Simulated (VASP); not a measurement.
```xyz
2
Lattice="0.0000 3.0100 3.0100 3.0100 0.0000 3.0100 3.0100 3.0100 0.0000" Properties=species:S:1:pos:R:3 pbc="T T T"
Li     0.0000     0.0000     0.0000
I      3.0100     3.0100     3.0100
```

Computed with PBE GGA, VASP's PBE PAW potentials (set 64) (plane waves; VASP 6.6.1). Run with 600 eV cut-off, 8×8×8 Γ-centred mesh, Gaussian smearing of 0.050 eV, potentials Li_sv I.

Energy and stress use the plane-wave basis of the starting cell.

Q: The ions, cell shape and volume at an external pressure of 2.0 GPa are relaxed. Predict the relaxed structure.

A: 
```xyz
2
Lattice="0.0000 2.9249 2.9249 2.9249 0.0000 2.9249 2.9249 2.9249 0.0000" Properties=species:S:1:pos:R:3 pbc="T T T"
Li     2.9249     2.9249     0.0000
I      2.9249     2.9249     2.9249
```
Space group Fm-3m (225), at a tolerance of 0.03 Å.

Q: How do energy and volume change from the first to the last step?

A: The energy (σ→0) changes by +12.7 meV/atom and the volume by -8.2 %, in 4 ionic steps.

The compound is LiI in the rock salt structure. This run relaxes it under an external pressure of 2 GPa. Symmetry was kept, so distortions that lower it aren't found.
